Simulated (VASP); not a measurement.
# NiO (Fm-3m) in VASP: a series of runs, part 2 of 2

VASP 6.6.1. The steps go on from the part before.

### 4 Phonons, PBEsol, collinear spin, ferromagnetic start

Input file POSCAR:

```
NiO
1.0
    0.0000000000      2.0859016414      2.0859016414
    2.0859016414      0.0000000000      2.0859016414
    2.0859016414      2.0859016414      0.0000000000
Ni O
1 1
Direct
    0.0000000000      0.0000000000      0.0000000000
    0.5000000000      0.5000000000      0.5000000000
```

Input file INCAR.step1:

```
ALGO = Fast ; EDIFF = 1E-8
EDIFFG = -0.002 ; ENCUT = 600
GGA = PS ; IBRION = 2
ISIF = 3 ; ISMEAR = -1
ISPIN = 2 ; LASPH = T
LCHARG = F ; LMAXMIX = 4
LORBIT = 11 ; LREAL = F
LWAVE = F ; MAGMOM = 1 0
NELM = 100 ; NSW = 40
PREC = Accurate ; SIGMA = 0.05
```

Input file INCAR.step2:

```
ALGO = Fast ; EDIFF = 1E-8
ENCUT = 600 ; GGA = PS
IBRION = 8 ; ISIF = 2
ISMEAR = -1 ; ISPIN = 2
LASPH = T ; LCHARG = F
LMAXMIX = 4 ; LORBIT = 11
LREAL = F ; LWAVE = F
MAGMOM = 1 0 ; NELM = 100
NSW = 1 ; PREC = Accurate
SIGMA = 0.05
```

Input file KPOINTS:

```
k-points
0
Gamma
  8 8 8
```

Potentials or basis: VASP PAW PBE potentials, release 64 (Ni, O).

Launch:

```sh
cat potpaw_PBE.64/Ni/POTCAR potpaw_PBE.64/O/POTCAR > POTCAR
cp INCAR.step1 INCAR
mpirun -np 1 vasp_std > vasp.out
cp CONTCAR POSCAR
cp INCAR.step2 INCAR
mpirun -np 1 vasp_std > vasp.out
```

OUTCAR:

```text
EDIFF = 1E-8
   ENCUT = 600
   GGA = PS
   IBRION = 8
   ISIF = 2
   ISMEAR = -1
   ISPIN = 2
   LASPH = T
   LORBIT = 11
   LREAL = F
   NELM = 100
   NSW = 1
   PREC = Accurate

 ion  position               nearest neighbor table
   1  0.000  0.000  0.000-   2 2.05   2 2.05   2 2.05   2 2.05   2 2.05   2 2.05
   2  0.500  0.500  0.500-   1 2.05   1 2.05   1 2.05   1 2.05   1 2.05   1 2.05

  LATTYP: Found a face centered cubic cell.
 ALAT       =     4.1000580581

  Lattice vectors:

 A1 = (   0.0000000000,   2.0500290291,   2.0500290291)
 A2 = (   2.0500290291,   0.0000000000,   2.0500290291)
 A3 = (   2.0500290291,   2.0500290291,   0.0000000000)

Analysis of symmetry for initial positions (statically):
=====================================================================
 Subroutine PRICEL returns:
 Original cell was already a primitive cell.

[... 1031 lines left out ...]
  y     0.00000     0.00000     0.00000     0.00000     0.00000     0.00000
  z     0.00000     0.00000     0.00000     0.00000     0.00000     0.00000

 SECOND DERIVATIVES (NOT SYMMETRIZED)
 ------------------------------------
               1X          1Y          1Z          2X          2Y          2Z
  1X    -5.792528    0.000000    0.000000    5.792528    0.000000    0.000000
  1Y     0.000000   -5.792528    0.000000    0.000000    5.792528    0.000000
  1Z     0.000000    0.000000   -5.792528    0.000000    0.000000    5.792528
  2X     5.813126    0.000000    0.000000   -5.813126    0.000000    0.000000
  2Y     0.000000    5.813126    0.000000    0.000000   -5.813126    0.000000
  2Z     0.000000    0.000000    5.813126    0.000000    0.000000   -5.813126

 Eigenvectors and eigenvalues of the dynamical matrix
 ----------------------------------------------------

   1 f  =   10.626250 THz    66.766695 2PiTHz  354.453530 cm-1    43.946617 meV
             X         Y         Z           dx          dy          dz
      0.000000  0.000000  0.000000    -0.000000    0.462193    0.000000
      2.050029  2.050029  2.050029     0.000000   -0.886779    0.000000
[... 21 lines left out ...]
   6 f/i=    0.007730 THz     0.048569 2PiTHz    0.257842 cm-1     0.031968 meV
             X         Y         Z           dx          dy          dz
      0.000000  0.000000  0.000000     0.040750    0.459448    0.757380
      2.050029  2.050029  2.050029     0.021239    0.239466    0.394749

--------------------------------------------------------------------------------------------------------

 ELASTIC MODULI CONTR FROM IONIC RELAXATION (kBar)
 Direction    XX          YY          ZZ          XY          YZ          ZX
 --------------------------------------------------------------------------------
 XX           0.0000      0.0000      0.0000      0.0000      0.0000      0.0000
 YY           0.0000      0.0000      0.0000      0.0000      0.0000      0.0000
 ZZ           0.0000      0.0000      0.0000      0.0000      0.0000      0.0000
 XY           0.0000      0.0000      0.0000      0.0000      0.0000      0.0000
 YZ           0.0000      0.0000      0.0000      0.0000      0.0000      0.0000
 ZX           0.0000      0.0000      0.0000      0.0000      0.0000      0.0000
 --------------------------------------------------------------------------------

 total charge

# of ion       s       p       d       tot
------------------------------------------
    1        0.350   0.443   8.367   9.160
    2        1.560   3.384   0.000   4.944
--------------------------------------------------
tot          1.910   3.827   8.367  14.104

 magnetization (x)

# of ion       s       p       d       tot
------------------------------------------
    1        0.008   0.010   0.657   0.675
    2        0.016   0.087   0.000   0.103
--------------------------------------------------
tot          0.024   0.096   0.657   0.778
```

OUTCAR.step1:

```text
EDIFF = 1E-8
   EDIFFG = -0.002
   ENCUT = 600
   GGA = PS
   IBRION = 2
   ISIF = 3
   ISMEAR = -1
   ISPIN = 2
   LASPH = T
[... 1214 lines left out ...]

 reached required accuracy - stopping structural energy minimisation

 total charge

# of ion       s       p       d       tot
------------------------------------------
    1        0.350   0.443   8.367   9.160
    2        1.560   3.384   0.000   4.944
--------------------------------------------------
tot          1.910   3.828   8.367  14.104

 magnetization (x)

# of ion       s       p       d       tot
------------------------------------------
    1        0.008   0.010   0.658   0.675
    2        0.016   0.087   0.000   0.103
--------------------------------------------------
tot          0.024   0.097   0.658   0.778
```

OSZICAR.step1:

```text
N       E                     dE             d eps       ncg     rms          rms(c)
DAV:   1     0.965426405263E+02    0.96543E+02   -0.84216E+03  1524   0.171E+03
DAV:   2    -0.806948501573E+01   -0.10461E+03   -0.92842E+02  1608   0.311E+02
[... 74 lines left out ...]
RMM:   2    -0.124156384143E+02    0.10513E-04   -0.38602E-05  1535   0.875E-02    0.176E-02
RMM:   3    -0.124156372661E+02    0.11483E-05   -0.94046E-06  1534   0.400E-02    0.920E-03
RMM:   4    -0.124156363322E+02    0.93386E-06   -0.12475E-06  1511   0.151E-02    0.345E-03
RMM:   5    -0.124156362366E+02    0.95571E-07   -0.19527E-07  1514   0.670E-03    0.211E-03
RMM:   6    -0.124156362603E+02   -0.23631E-07   -0.37356E-08  1206   0.201E-03    0.978E-04
RMM:   7    -0.124156362660E+02   -0.57862E-08   -0.39964E-08  1281   0.200E-03
   6 F= -.12415636E+02 E0= -.12408742E+02  d E =-.170660E-05  mag=     0.7972
```

Wall time 1.8 min (1 thread of Intel Xeon 6975P-C (Granite Rapids), shared host); peak memory 0.2 GiB.

What came out:

```
Relaxed volume                                          : 8.62 Å³/atom
Relaxed cell                                            : a = 2.899 Å, b = 2.899 Å, c = 2.899 Å, α = 60.00°, β = 60.00°, γ = 60.00°
Space group after relaxing (to 0.05 Å)                  : Fm-3m (No. 225)
Net moment                                              : 0.80 μB per cell
Site moments                                            : Ni +0.68; O +0.10 μB
Valence electrons inside the program's atomic spheres   : Ni 9.16; O 4.94
Highest phonon frequency at Γ, LO-TO splitting left out : 354 cm⁻¹
```

The path:
| step | energy change (eV) | largest force (eV/Å) | pressure (GPa) | volume (Å³) |
| --- | --- | --- | --- | --- |
| 1 | 0.0000 | 0.0000 | -9.92 | 18.15 |
| 2 | -0.0179 | 0.0000 | 7.54 | 16.71 |
| 3 | -0.0297 | 0.0000 | -0.15 | 17.24 |
| 4 | -0.0297 | 0.0000 | 0.09 | 17.22 |
| 5 | -0.0297 | 0.0000 | -0.06 | 17.24 |
| 6 | -0.0297 | 0.0000 | 0.01 | 17.23 |

Final structure:
```yaml
crystal:
  lattice:
    - [0.00000, 2.05003, 2.05003]
    - [2.05003, 0.00000, 2.05003]
    - [2.05003, 2.05003, 0.00000]
  atoms:
    - { symbol: Ni, position: [0.00000, 0.00000, 0.00000] }
    - { symbol: O, position: [0.50000, 0.50000, 0.50000] }
```

Phonon frequencies in cm⁻¹ (negative: imaginary):
| q point | frequencies |
| --- | --- |
| (0.000, 0.000, 0.000) | 0 0 0 354 354 354 |

Caveat: the PAW data sets were made with another functional, which shifts forces and pressure a little; a cell with one magnetic atom can't hold antiferromagnetic order, which such compounds often take.

### 5 Elastic constants, PBEsol, collinear spin, ferromagnetic start

POSCAR is that of step 4.

Input file INCAR.step1:

```
SYSTEM = NiO
PREC = Accurate ; ENCUT = 600
EDIFF = 1E-8 ; ISMEAR = -1
SIGMA = 0.05 ; LREAL = .False.
LASPH = .True. ; NELM = 100
ALGO = Normal ; ISIF = 3
LWAVE = .False. ; LCHARG = .False.
ISPIN = 2 ; MAGMOM = 1 0
LORBIT = 11 ; LMAXMIX = 4
GGA = PS ; IBRION = 2
NSW = 40 ; EDIFFG = -0.002
```

Input file INCAR.step2:

```
SYSTEM = NiO
PREC = Accurate ; ENCUT = 600
EDIFF = 1E-8 ; ISMEAR = -1
SIGMA = 0.05 ; LREAL = .False.
LASPH = .True. ; NELM = 100
ALGO = Normal ; ISIF = 3
LWAVE = .False. ; LCHARG = .False.
ISPIN = 2 ; MAGMOM = 1 0
LORBIT = 11 ; LMAXMIX = 4
GGA = PS ; IBRION = 6
NFREE = 2 ; POTIM = 0.015
NSW = 1
```

Input file KPOINTS:

```
Automatic mesh
0
Gamma
  8 8 8
  0 0 0
```

Launch:

```sh
cat potpaw_PBE.64/Ni/POTCAR potpaw_PBE.64/O/POTCAR > POTCAR
cp INCAR.step1 INCAR
mpirun -np 1 vasp_std > vasp.out
cp CONTCAR POSCAR
cp INCAR.step2 INCAR
mpirun -np 1 vasp_std > vasp.out
```

Run time: 5.4 min. Hardware: 1 thread of Intel Xeon 6975P-C (Granite Rapids), shared host; peak memory 0.26 GiB.

The run converged. Its results:

| Property | Result |
| --- | --- |
| Relaxed volume | 8.62 Å³/atom |
| Relaxed cell | a = 2.899 Å, b = 2.899 Å, c = 2.899 Å, α = 60.00°, β = 60.00°, γ = 60.00° |
| Space group after relaxing (to 0.05 Å) | Fm-3m (No. 225) |
| Net moment | 0.80 μB per cell |
| Site moments | Ni +0.68; O +0.10 μB |
| Valence electrons inside the program's atomic spheres | Ni 9.16; O 4.94 |
| Elastic constants C11, C12, C44 | 311, 178, 44 GPa |
| Voigt bulk modulus | 222 GPa |
| Highest phonon frequency at Γ, LO-TO splitting left out | 355 cm⁻¹ |

The path:
```
step  energy change (eV)  largest force (eV/Å)  pressure (GPa)  volume (Å³)
   1              0.0000                0.0000           -9.90        18.15
   2             -0.0180                0.0000            7.50        16.72
   3             -0.0297                0.0000           -0.14        17.24
   4             -0.0297                0.0000            0.10        17.22
   5             -0.0297                0.0000           -0.06        17.24
   6             -0.0297                0.0000            0.01        17.23
```

Final structure:
```yaml
crystal:
  lattice:
    - [0.00000, 2.05003, 2.05003]
    - [2.05003, 0.00000, 2.05003]
    - [2.05003, 2.05003, 0.00000]
  atoms:
    - { symbol: Ni, position: [0.00000, 0.00000, 0.00000] }
    - { symbol: O, position: [0.50000, 0.50000, 0.50000] }
```

Phonon frequencies in cm⁻¹ (negative: imaginary):
```csv
q point,frequencies
"(0.000, 0.000, 0.000)",0 0 0 355 355 355
```

Elastic tensor in Voigt notation (GPa, in the Cartesian axes of the cell as first typed):
```
311 178 178   0   0   0
178 311 178   0   0   0
178 178 311   0   0   0
  0   0   0  44   0   0
  0   0   0   0  44   0
  0   0   0   0   0  44
```

Clamped-ion elastic tensor (GPa):
```
311 178 178   0   0   0
178 311 178   0   0   0
178 178 311   0   0   0
  0   0   0  44   0   0
  0   0   0   0  44   0
  0   0   0   0   0  44
```

Caveat: the PAW data sets were made with another functional, which shifts forces and pressure a little; a cell with one magnetic atom can't hold antiferromagnetic order, which such compounds often take.

### 6 Overview

| task | level | ions in elastic constants | moment (μB) |
| --- | --- | --- | --- |
| phonons | PBE | - | 1.83 |
| elastic constants | PBE | relaxed | 1.83 |
| phonons | PBEsol | - | 0.80 |
| elastic constants | PBEsol | relaxed | 0.80 |

Alike in all rows: potentials or basis VASP PAW PBE potentials, release 64 (Ni, O); spin collinear, ferromagnetic start; cell relaxed; k mesh 8 × 8 × 8; cutoff (eV) 600; smearing fermi-dirac 0.05 eV.

Caveats: a cell with one magnetic atom can't hold antiferromagnetic order, which such compounds often take; the PAW data sets were made with another functional, which shifts forces and pressure a little (some runs).

Absolute energies hang on the potentials; compare differences alone.
